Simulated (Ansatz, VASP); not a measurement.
# HfMg (Hf-Mg stack, (100) layers): VASP beside Ansatz, part 2 of 2

Wanted: the spread between two codes on one cell, functional and k mesh. Of the first pair: The structure shown is the start of the Ansatz relaxation below; VASP solves that cell, so the two are compared at the walk's first step.

VASP 6.6.1 and Ansatz 0.2.0.

So far. Step 3 (VASP: single point, PBEsol, start cell, pair 1): The run ends at a pressure of -1.70 GPa, with forces up to 0.78 eV/Å.

## Step 6: VASP: single point, PBEsol, relaxed cell, pair 2

Level of this step: PBEsol; plane waves and PAW (Hf_pv, Mg) (VASP).

The same cell, functional, mesh and smearing now go to VASP, with its own data sets.

Contents of INCAR:

```
SYSTEM = HfMg
PREC = Accurate
ENCUT = 520
EDIFF = 1E-06
NELM = 120
ISMEAR = 0
SIGMA = 0.1
LREAL = .FALSE.
ALGO = Normal
GGA = PS
NBANDS = 12
LASPH = .TRUE.
LORBIT = 11
LWAVE = .FALSE.
LCHARG = .FALSE.
ISIF = 2
LDIPOL = .TRUE.
IDIPOL = 3
DIPOL = 0.5 0.5 0.234
LVHAR = .TRUE.
GGA_COMPAT = .FALSE.
NELMDL = -8
KPAR = 2
```

Contents of POSCAR:

```
HfMg
1.0
    2.9288235491      0.0000000000      0.0000000000
    0.0000000000      2.9288235491      0.0000000000
    0.0000000000      0.0000000000     28.3312773112
Hf Mg
1 1
Direct
    0.0000000000      0.0000000000      0.1951271080
    0.5000000000      0.5000000000      0.2731059284
```

Contents of KPOINTS:

```
Automatic mesh
0
Gamma
6 6 1
0 0 0
```

The projector-augmented-wave data sets are Hf_pv and Mg (PBE family, release 64).

On the command line:

```console
$ mpirun -np 2 vasp_std
```

Numbers of over 12 decimals in the logs are rounded to 6 here.

Log:

```text
[banner, memory and clock lines left out]
running    2 mpi-ranks, on    1 nodes
[...]
[... a notice as in an earlier step ...]

 LDA part: xc-table for (Slater+PW92), standard interpolation
 POSCAR, INCAR and KPOINTS ok, starting setup
[...]
entering main loop
       N       E                     dE             d eps       ncg     rms          rms(c)
DAV:   1     0.141422568824E+02    0.14142E+02   -0.56074E+03   320   0.674E+02
DAV:   2    -0.938565698371E+01   -0.23528E+02   -0.22600E+02   384   0.988E+01
DAV:   3    -0.115603574921E+02   -0.21747E+01   -0.21011E+01   304   0.192E+01
DAV:   4    -0.116387241561E+02   -0.78367E-01   -0.77762E-01   300   0.421E+00
[...]
DAV:  26    -0.102729446327E+02   -0.36118E-05   -0.19384E-07   232   0.956E-04    0.260E-04
DAV:  27    -0.102729470789E+02   -0.24462E-05   -0.98583E-08   224   0.629E-04    0.740E-04
DAV:  28    -0.102729476298E+02   -0.55087E-06   -0.24530E-08   188   0.350E-04
   1 F= -.10272948E+02 E0= -.10264632E+02  d E =-.166303E-01
```

OUTCAR, selected parts (step 6):

```text
  Total       -0.0447910     -0.0447910      0.0186693      0.0000000     -0.0000000      0.0000000
  in kB       -0.2952901     -0.2952901      0.1230797      0.0000000     -0.0000000      0.0000000
  external PRESSURE =      -0.1558335 kB  Pullay stress =       0.0000000 kB

 POSITION                                       TOTAL-FORCE (eV/Angst)
 -----------------------------------------------------------------------------------
      0.00000      0.00000      5.52820         0.000000      0.000000     -0.010298
      1.46441      1.46441      7.73744         0.000000     -0.000000      0.010298
 -----------------------------------------------------------------------------------
    total drift:                                0.000000      0.000000      0.000208

  FREE ENERGIE OF THE ION-ELECTRON SYSTEM (eV)
  ---------------------------------------------------
  free  energy   TOTEN  =       -10.2729476298 eV

  energy  without entropy=      -10.2563172870  energy(sigma->0) =      -10.26463246

[... 1 part as in an earlier step ...]

[... 2 further parts left out ...]
[key lines of the parts left out:]
E-fermi :  -2.3814
```

The run ends at a pressure of -0.02 GPa, with forces up to 0.010 eV/Å.

## Step 7: Comparison

What differs besides the data sets and the points named for the pairs above, as far as they apply: the data sets hold 36 valence electrons in Ansatz (on its default PAW (the set named soft_2) files) and 12 in VASP. Total energies have different zeros and are not compared.

The largest component of a force difference here is 5 meV/Å. Where the cell holds vacuum, a pressure given here is an average over it and none of the material.

## Step 8: Ansatz: relaxation, PBEsol

This run makes the geometry at which the two programs are then compared.

The structure compared here is the end of the Ansatz relaxation.

Contents of input.yaml:

```yaml
crystal:
  lattice:
    - [2.9276949861, 0.0, 0.0]
    - [0.0, 2.9276949861, 0.0]
    - [0.0, 0.0, 28.3312773112]
  atoms:
    - { symbol: Hf, position: [0.0, 0.0, 0.1952222316] }
    - { symbol: Mg, position: [0.5, 0.5, 0.2730108048] }
  periodic: [true, true, false]
kpoints:
  mp_grid: { grid: [10, 10, 1] }
hamiltonian:
  xc: pbesol
scf:
  occupations: { method: methfessel_paxton, width: 0.2 }
output:
  forces: true
  stress: true
  eigenvalues: true
  write_density: true
  write_potential: true
  elf: true
  volumetric_format: npy
relax:
  adjacent_minimum: "off"
  f_tol: 0.001
  max_steps: 60
  cell: { stress_2d_tol: 0.002 }
```

On the command line:

```console
$ ansatz run input.yaml --threads 4 --pin off --max-ram 16384MiB --backend cpu --events-out ev --progress --plain --runs-dir out
```

Log:

```text
[...]
Crystal: 2 atoms, lattice volume = 242.839 Å³
Basis set: ecut = 420 eV, 4683 PW (Γ), exchange–correlation on 40×40×384 points (8 copies of the dense FFT grid, shifted against one another)
Bands: 22, of which v1, the nominal top of the filled ones, is band 18 counted from 1 (17 counted from 0)
Symmetry: 8 space group operations
[...]
k-points: 21 of 100
[...]
k-point 20: bands = [... 14 lower, -15.4519, -6.3309, -4.0338, -4.0338, -2.1694, -0.1293, -0.1293, 1.7654]
--- Relaxed structure (3 steps of the walk, 3 accepted, 1 SCFs on fresh bases) ---
[...]
cell:  # Å, volume = 242.8363 Å³
    - [2.927681, 0.0, 0]
    - [0.0, 2.927681, 0.0]
    - [0, 0.0, 28.3312773112]
  atoms:
    - { symbol: Hf, position: [0, 0.0, 0.195248] }
    - { symbol: Mg, position: [0.5, 0.5, 0.272985] }
[key lines of the parts left out:]
SCF converged after 14 iterations
Free energy (F): -17508.131725 eV
Fermi energy:    -3.726475 eV
P = ½ c Tr σ = 0.0005 N/m
```

## Step 9: VASP: single point, PBEsol, relaxed cell, pair 3

The same cell, functional, mesh and smearing now go to VASP, with its own data sets.

Changes to INCAR since step 6:

```diff
@@ -5,4 +5,4 @@
 NELM = 120
-ISMEAR = 0
-SIGMA = 0.1
+ISMEAR = 1
+SIGMA = 0.2
 LREAL = .FALSE.
```

Contents of POSCAR:

```
HfMg
1.0
    2.9276808977      0.0000000000      0.0000000000
    0.0000000000      2.9276808977      0.0000000000
    0.0000000000      0.0000000000     28.3312773112
Hf Mg
1 1
Direct
    0.0000000000      0.0000000000      0.1952482930
    0.5000000000      0.5000000000      0.2729847434
```

Contents of KPOINTS:

```
Automatic mesh
0
Gamma
10 10 1
0 0 0
```

On the command line:

```console
$ mpirun -np 2 vasp_std
```

Log:

```text
[... set-up lines as in an earlier step ...]
 entering main loop
       N       E                     dE             d eps       ncg     rms          rms(c)
DAV:   1     0.127972223331E+02    0.12797E+02   -0.55740E+03   680   0.670E+02
DAV:   2    -0.953798519467E+01   -0.22335E+02   -0.21051E+02   736   0.996E+01
DAV:   3    -0.115755252595E+02   -0.20375E+01   -0.19366E+01   684   0.195E+01
DAV:   4    -0.116338260157E+02   -0.58301E-01   -0.57993E-01   640   0.360E+00
[...]
DAV:  26    -0.102711731779E+02   -0.28199E-05   -0.84682E-08   488   0.661E-04    0.188E-04
DAV:  27    -0.102711744837E+02   -0.13058E-05   -0.59228E-08   488   0.513E-04    0.380E-04
DAV:  28    -0.102711747424E+02   -0.25870E-06   -0.10146E-08   420   0.289E-04
   1 F= -.10271175E+02 E0= -.10269587E+02  d E =-.476470E-02
```

Parts of OUTCAR (step 9):

```text
  Total       -0.0447091     -0.0447091      0.0046385      0.0000000      0.0000000      0.0000000
  in kB       -0.2949799     -0.2949799      0.0306035      0.0000000      0.0000000      0.0000000
  external PRESSURE =      -0.1864521 kB  Pullay stress =       0.0000000 kB

 POSITION                                       TOTAL-FORCE (eV/Angst)
 -----------------------------------------------------------------------------------
      0.00000      0.00000      5.53163         0.000000      0.000000     -0.003793
      1.46384      1.46384      7.73401        -0.000000      0.000000      0.003793
 -----------------------------------------------------------------------------------
    total drift:                                0.000000     -0.000000      0.000223

  FREE ENERGIE OF THE ION-ELECTRON SYSTEM (eV)
  ---------------------------------------------------
  free  energy   TOTEN  =       -10.2711747424 eV

  energy  without entropy=      -10.2664100411  energy(sigma->0) =      -10.26958651

[... 3 further parts left out ...]
[key lines of the parts left out:]
E-fermi :  -2.3433
```

The run ends at a pressure of -0.02 GPa, with forces up to 0.0038 eV/Å.

## Step 10: Comparison

What differs besides the data sets and the points named for the pairs above, as far as they apply: the data sets hold 36 valence electrons in Ansatz (on its default PAW (the set named soft_2) files) and 12 in VASP. Total energies have different zeros and are not compared.

The largest component of a force difference here is 4 meV/Å. Where the cell holds vacuum, a pressure given here is an average over it and none of the material.

## Step 11: What came out

```json
{
  "r.m.s. force difference (single point, PBEsol, start cell, pair 1)": "0.77 % of the r.m.s. force",
  "r.m.s. force difference (single point, PBEsol, relaxed cell, pair 2)": "2.6 meV/Å",
  "r.m.s. force difference (single point, PBEsol, relaxed cell, pair 3)": "2.2 meV/Å"
}
```

**Reading.** The r.m.s. force difference is 0.77 % of the r.m.s. force (single point, PBEsol, start cell, pair 1), within the 3 % picked in this series as the mark of a large difference. The data sets hold unlike numbers of valence electrons (36 in Ansatz and 12 in VASP), so part of the differences may come from the potentials. 2 further pairs of this series are not shown here. How closely two codes agree says nothing of how well the functional describes the real material.

[Lines on the potential files, build, host, timing and source positions are cut from VASP's logs without a mark.]

[Logs are printed without paths, hosts, clocks, repeated set-up lines and the standing remarks that a program may print on its own settings, such as how far it seeks lower states.]

[Hosts, paths, dates, database ids (printed as entryN), source tags and the programs' standing remarks are cut or masked in the printed files.]
